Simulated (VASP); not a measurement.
# MgS (Fm-3m) in VASP: band structure with r2SCAN

Aim: the band structure of MgS with r2SCAN.

All numbers are computed with VASP 6.6.1; they aren't measurements. Logs are shortened: lines on timing, memory, paths and dates and some standing lists are left out, and cuts for length are marked.

### 1 The structure

The structure is cubic, space group Fm-3m (No. 225). Conventional cell: a = 5.195 Å, b = 5.195 Å, c = 5.195 Å, α = 90.00°, β = 90.00°, γ = 90.00°. Mg (site symmetry m-3m) has 6 S at 2.60 Å as nearest neighbours. Around S (site symmetry m-3m) lie 6 Mg at 2.60 Å.

The cell was built by a generator and needn't be a form met in nature.

### 2 Band structure, r2SCAN

Contents of INCAR:

```
SYSTEM = MgS
ALGO     = Normal         ! electronic algorithm
EDIFF    = 1E-7           ! SCF threshold, eV
ENCUT    = 520            ! plane-wave cutoff, eV
ISIF     = 2              ! what is computed and relaxed
ISMEAR   = 0              ! smearing method
LASPH    = .True.         ! aspherical terms in the spheres
LCHARG   = .False.        ! write CHGCAR
LMIXTAU  = .True.       
LREAL    = .False.        ! projectors in reciprocal space
LWAVE    = .False.        ! write WAVECAR
METAGGA  = R2SCAN         ! meta-GGA
NBANDS   = 11             ! bands
NELM     = 60             ! most SCF steps
PREC     = Accurate       ! precision mode
SIGMA    = 0.02           ! smearing width, eV
```

Contents of KPOINTS:

```
k-points
0
Gamma
  10 10 10
  0 0 0
```

Contents of POSCAR:

```
MgS                                     
1.0
   -0.0000000000      2.5974275064      2.5974275064
    2.5974275064      0.0000000000      2.5974275064
    2.5974275064      2.5974275064     -0.0000000000
  Mg              S             
     1     1
Direct
     1.0000000000000000    0.0000000000000000    0.0000000000000000
     0.5000000000000000    0.5000000000000000    0.5000000000000000
```

Contents of KPOINTS_OPT:

```
path GXWKGLUWLK,UX
10
line-mode
reciprocal
 0.0000000000  0.0000000000  0.0000000000  G
 0.5000000000  0.0000000000  0.5000000000  X

 0.5000000000  0.0000000000  0.5000000000  X
 0.5000000000  0.2500000000  0.7500000000  W

 0.5000000000  0.2500000000  0.7500000000  W
 0.3750000000  0.3750000000  0.7500000000  K

 0.3750000000  0.3750000000  0.7500000000  K
 0.0000000000  0.0000000000  0.0000000000  G

 0.0000000000  0.0000000000  0.0000000000  G
 0.5000000000  0.5000000000  0.5000000000  L

 0.5000000000  0.5000000000  0.5000000000  L
 0.6250000000  0.2500000000  0.6250000000  U

 0.6250000000  0.2500000000  0.6250000000  U
 0.5000000000  0.2500000000  0.7500000000  W

 0.5000000000  0.2500000000  0.7500000000  W
 0.5000000000  0.5000000000  0.5000000000  L

 0.5000000000  0.5000000000  0.5000000000  L
 0.3750000000  0.3750000000  0.7500000000  K

 0.6250000000  0.2500000000  0.6250000000  U
 0.5000000000  0.0000000000  0.5000000000  X
```

Potentials or basis: VASP PAW PBE potentials, release 64 (Mg, S).

Command:

```console
$ cat potpaw_PBE.64/Mg/POTCAR potpaw_PBE.64/S/POTCAR > POTCAR
$ mpirun -np 1 vasp_std > vasp.out
```

OUTCAR:

```text
SYSTEM = MgS
   EDIFF = 1E-7
   ENCUT = 520
   ISIF = 2
   ISMEAR = 0
   LASPH = .True.
   LREAL = .False.
   METAGGA = R2SCAN
   NELM = 60
   PREC = Accurate

 ion  position               nearest neighbor table
   1  0.000  0.000  0.000-   2 2.60   2 2.60   2 2.60   2 2.60   2 2.60   2 2.60
   2  0.500  0.500  0.500-   1 2.60   1 2.60   1 2.60   1 2.60   1 2.60   1 2.60

  LATTYP: Found a face centered cubic cell.
 ALAT       =     5.1948550128

  Lattice vectors:

 A1 = (   0.0000000000,   2.5974275064,   2.5974275064)
 A2 = (   2.5974275064,   0.0000000000,   2.5974275064)
 A3 = (   2.5974275064,   2.5974275064,   0.0000000000)

Analysis of symmetry for initial positions (statically):
=====================================================================
 Subroutine PRICEL returns:
 Original cell was already a primitive cell.

 Routine SETGRP: Setting up the symmetry group for a
 face centered cubic supercell.

 Subroutine GETGRP returns: Found 48 space group operations
 (whereof 48 operations were pure point group operations)
 out of a pool of 48 trial point group operations.

The static configuration has the point symmetry O_h .

Analysis of symmetry for dynamics (positions and initial velocities):
=====================================================================
 Subroutine PRICEL returns:
 Original cell was already a primitive cell.

 Routine SETGRP: Setting up the symmetry group for a
 face centered cubic supercell.

 Subroutine GETGRP returns: Found 48 space group operations
 (whereof 48 operations were pure point group operations)
 out of a pool of 48 trial point group operations.

The dynamic configuration has the point symmetry O_h .

 Subroutine INISYM returns: Found 48 space group operations
 (whereof 48 operations are pure point group operations),
 and found     1 'primitive' translations

----------------------------------------------------------------------------------------

                                     Primitive cell

  volume of cell :      35.0478

  direct lattice vectors                    reciprocal lattice vectors
     0.000000000  2.597427506  2.597427506    -0.192498154  0.192498154  0.192498154
     2.597427506  0.000000000  2.597427506     0.192498154 -0.192498154  0.192498154
     2.597427506  2.597427506  0.000000000     0.192498154  0.192498154 -0.192498154

  length of vectors
     3.673317207  3.673317207  3.673317207     0.333416583  0.333416583  0.333416583

  position of ions in fractional coordinates (direct lattice)
     0.000000000  0.000000000  0.000000000
     0.500000000  0.500000000  0.500000000

  ion indices of the primitive-cell ions
   primitive index   ion index
                 1           1
                 2           2

----------------------------------------------------------------------------------------

 KPOINTS: k-points

Automatic generation of k-mesh.
 Grid dimensions read from file:
 generate k-points for:   10   10   10

 Generating k-lattice:

  Cartesian coordinates                     Fractional coordinates (reciprocal lattice)
    -0.019249815  0.019249815  0.019249815     0.100000000  0.000000000  0.000000000
     0.019249815 -0.019249815  0.019249815     0.000000000  0.100000000  0.000000000
     0.019249815  0.019249815 -0.019249815     0.000000000  0.000000000  0.100000000

  Length of vectors
     0.033341658  0.033341658  0.033341658

  Shift w.r.t. Gamma in fractional coordinates (k-lattice)
     0.000000000  0.000000000  0.000000000

 Subroutine IBZKPT returns following result:
 ===========================================

 Found     47 irreducible k-points:

 Following reciprocal coordinates:
            Coordinates               Weight
  0.000000  0.000000  0.000000      1.000000
  0.100000  0.000000  0.000000      8.000000
  0.200000  0.000000  0.000000      8.000000
  0.300000  0.000000  0.000000      8.000000
  0.400000  0.000000  0.000000      8.000000
  0.500000  0.000000  0.000000      4.000000
[... 16 lines left out ...]
  0.300000  0.300000  0.000000      6.000000
  0.400000  0.300000  0.000000     24.000000
 [... further k-points ...]
   k-points           NKPTS =     47   k-points in BZ     NKDIM =     47   number of bands    NBANDS=     11
   number of dos      NEDOS =    301   number of ions     NIONS =      2
   total plane-waves  NPLWV =  21952
   dimension x,y,z NGX =    28 NGY =   28 NGZ =   28
   dimension x,y,z NGXF=    56 NGYF=   56 NGZF=   56
   ions per type =               1   1
   NGX,Y,Z   is equivalent  to a cutoff of  12.67, 12.67, 12.67 a.u.
   NGXF,Y,Z  is equivalent  to a cutoff of  25.34, 25.34, 25.34 a.u.
 SYSTEM =  MgS
   PREC   = accura    normal or accurate (medium, high low for compatibility)
   ISTART =      0    job   : 0-new  1-cont  2-samecut
   ICHARG =      2    charge: 1-file 2-atom 10-const
   ISPIN  =      1    spin polarized calculation?
   LNONCOLLINEAR =      F non collinear calculations
   LSORBIT =      F    spin-orbit coupling
   LASPH  =      T    aspherical Exc in radial PAW
   ENCUT  =  520.0 eV  38.22 Ry    6.18 a.u.   6.83  6.83  6.83*2*pi/ulx,y,z
   NELM   =     60;   NELMIN=  2; NELMDL= -5     # of ELM steps
   EDIFF  = 0.1E-06   stopping-criterion for ELM
   LREAL  =      F    real-space projection
   EDIFFG = 0.1E-05   stopping-criterion for IOM
   NSW    =      0    number of steps for IOM
   IBRION =     -1    ionic relax: 0-MD 1-quasi-New 2-CG
   NFREE  =      0    steps in history (QN), initial steepest desc. (CG)
   ISIF   =      2    stress and relaxation
   ISYM   =      2    0-nonsym 1-usesym 2-fastsym
   POTIM  = 0.5000    time-step for ionic-motion
   TEBEG  =    0.0;   TEEND  =   0.0 temperature during run
   PSTRESS=    0.0 pullay stress
   NELECT =       8.0000    total number of electrons
   NUPDOWN=      -1.0000    fix difference up-down
   EMIN   =  10.00;   EMAX   =-10.00  energy-range for DOS
   EFERMI =   0.00;   METHOD = LEGACY
   ISMEAR =     0;   SIGMA  =   0.02  broadening in eV -4-tet -1-fermi 0-gaus
   EFERMI_NEDOS =   21; number of points for ismear=-14 and -15
   IALGO  =     38    algorithm
   IMIX   =      4    mixing-type and parameters
     AMIX     =   0.40;   BMIX     =  1.00
     AMIX_MAG =   1.60;   BMIX_MAG =  1.00
  volume/ion in A,a.u.               =      17.52       118.26
  Fermi-wavevector in a.u.,A,eV,Ry     =   1.000502  1.890675 13.619496  1.001005
  Thomas-Fermi vector in A             =   2.132863
   LORBIT       =      0    0 simple, 1 ext, 2 COOP (PROOUT), +10 PAW based schemes
   METAGGA = R2SCAN    functional components
   LHFCALC =     F    Hartree Fock is set to
   AEXX    =    0.0000 exact exchange contribution
   IVDW    =     0    specifies the selected vdW correction
   LEPSILON=     F    determine dielectric tensor
   LRPA    =     F    only Hartree local field effects (RPA)
 non-spin polarized calculation
 Gauss-broadening in eV      SIGMA  =   0.02
  energy-cutoff  :      520.00
  volume of cell :       35.05
 maximum number of plane-waves:       960
   NGX = 13   NGY = 13   NGZ = 13

 number of electron       8.0000000 magnetization

 Free energy of the ion-electron system (eV)
  ---------------------------------------------------
  ext. energy  EPLUGINS =         0.00000000
  ---------------------------------------------------
  free energy    TOTEN  =       -15.51090899 eV

  energy without entropy =      -15.51090899  energy(sigma->0) =      -15.51090899

 E-fermi :   3.6960     XC(G=0): -10.1115

 val. band max:        3.5361619799   @ k =   0.0000   0.0000   0.0000
 cond. band min:       6.9806073929   @ k =   0.5000   0.5000   0.0000
 fundamental gap:      3.4444454130
 Fermi energy:         3.6959650459

 k-point     1 :       0.0000    0.0000    0.0000
  band No.  band energies     occupation
      1      -9.6752      2.00000
      2       3.5362      2.00000
      3       3.5362      2.00000
      4       3.5362      2.00000
      5       8.1924      0.00000
      6      12.0638      0.00000
      7      12.0638      0.00000
      8      12.0638      0.00000
      9      14.4834      0.00000
     10      14.4834      0.00000
     11      17.0934      0.00000

 k-point     2 :       0.1000    0.0000    0.0000
  band No.  band energies     occupation
      1      -9.5743      2.00000
      2       2.8400      2.00000
      3       3.4659      2.00000
      4       3.4659      2.00000
      5       8.7399      0.00000
      6      11.8383      0.00000
      7      12.2594      0.00000
      8      12.2594      0.00000
      9      14.0307      0.00000
     10      14.0307      0.00000
     11      17.4755      0.00000

 k-point     3 :       0.2000    0.0000    0.0000
  band No.  band energies     occupation
      1      -9.2900      2.00000
      2       1.4466      2.00000
      3       3.2944      2.00000
      4       3.2944      2.00000
      5       9.2988      0.00000
      6      12.1059      0.00000
      7      12.2499      0.00000
      8      12.2499      0.00000
      9      14.0033      0.00000
     10      14.0033      0.00000
     11      16.8692      0.00000
[... 267 lines left out ...]
 k-point    23 :       0.3000    0.3000    0.0000
  band No.  band energies     occupation
      1      -8.6430      2.00000
      2       0.4207      2.00000
      3       2.2881      2.00000
      4       2.2881      2.00000
      5       8.5508      0.00000
      6       9.2689      0.00000
      7      13.6097      0.00000
      8      15.2865      0.00000
      9      15.2865      0.00000
     10      15.9078      0.00000
     11      20.9914      0.00000

 k-point    24 :       0.4000    0.3000    0.0000
  band No.  band energies     occupation
      1      -8.3494      2.00000
      2      -0.1162      2.00000
      3       1.8597      2.00000
      4       2.1276      2.00000
      5       8.1515      0.00000
      6       9.3147      0.00000
      7      13.9733      0.00000
      8      14.8086      0.00000
      9      16.6498      0.00000
     10      17.5974      0.00000
     11      21.2783      0.00000

 [... further k-points ...]

------------------------ aborting loop because EDIFF is reached ----------------------------------------

  FORCE on cell =-STRESS in cart. coord.  units (eV):
  Direction    XX          YY          ZZ          XY          YZ          ZX
  --------------------------------------------------------------------------------------
  -------------------------------------------------------------------------------------
  Total       -0.0198423     -0.0198423     -0.0198423     -0.0000000     -0.0000000      0.0000000
  in kB       -0.9070720     -0.9070720     -0.9070720     -0.0000000     -0.0000000      0.0000000
  external PRESSURE =      -0.9070720 kB  Pullay stress =       0.0000000 kB

 VOLUME and BASIS-vectors are now :
 -----------------------------------------------------------------------------
  energy-cutoff  :      520.00
  volume of cell :       35.05
      direct lattice vectors                 reciprocal lattice vectors
     0.000000000  2.597427506  2.597427506    -0.192498154  0.192498154  0.192498154
     2.597427506  0.000000000  2.597427506     0.192498154 -0.192498154  0.192498154
     2.597427506  2.597427506  0.000000000     0.192498154  0.192498154 -0.192498154

 POSITION                                       TOTAL-FORCE (eV/Angst)
 -----------------------------------------------------------------------------------
      0.00000      0.00000      0.00000         0.000000     -0.000000      0.000000
      2.59743      2.59743      2.59743        -0.000000      0.000000     -0.000000
 -----------------------------------------------------------------------------------
    total drift:                                0.000000      0.000000      0.000000

  FREE ENERGIE OF THE ION-ELECTRON SYSTEM (eV)
  ---------------------------------------------------
  free  energy   TOTEN  =       -15.5109089936 eV

  energy  without entropy=      -15.5109089936  energy(sigma->0) =      -15.51090899
```

It took 2.8 min on 1 thread of Intel Xeon Platinum 8259CL at 2.50GHz (Skylake/Cascade Lake), shared host; peak memory 0.18 GiB.

Results:

- Free energy: -15.5109 eV
- Pressure: -0.1 GPa
- Band gap on the k mesh: 3.44 eV, indirect (least direct gap 4.66 eV)
- Band gap along the path: 3.44 eV, indirect (least direct gap 4.66 eV)

Levels at the corners of the path, in eV from the valence-band top:
```tsv
point	band 2	band 3	band 4	band 5	band 6	band 7
Γ	0.00	0.00	0.00	4.66	8.53	8.53
X	-4.30	-1.74	-1.74	3.44	4.91	13.19
X	-4.30	-1.74	-1.74	3.44	4.91	13.19
W	-3.30	-3.30	-2.36	5.92	8.64	8.64
W	-3.30	-3.30	-2.36	5.92	8.64	8.64
K	-3.78	-3.22	-1.41	4.55	7.34	10.45
K	-3.78	-3.22	-1.41	4.55	7.34	10.45
Γ	0.00	0.00	0.00	4.66	8.53	8.53
Γ	0.00	0.00	0.00	4.66	8.53	8.53
L	-4.90	-0.63	-0.63	5.22	7.51	7.51
L	-4.90	-0.63	-0.63	5.22	7.51	7.51
U	-3.78	-3.22	-1.41	4.55	7.34	10.45
U	-3.78	-3.22	-1.41	4.55	7.34	10.45
W	-3.30	-3.30	-2.36	5.92	8.64	8.64
W	-3.30	-3.30	-2.36	5.92	8.64	8.64
L	-4.90	-0.63	-0.63	5.22	7.51	7.51
L	-4.90	-0.63	-0.63	5.22	7.51	7.51
K	-3.78	-3.22	-1.41	4.55	7.34	10.45
U	-3.78	-3.22	-1.41	4.55	7.34	10.45
X	-4.30	-1.74	-1.74	3.44	4.91	13.19
```

Caveat: the PAW data sets were made with another functional, which shifts forces and pressure a little. r2SCAN opens gaps a little over a GGA but as a rule still falls short of measured ones.
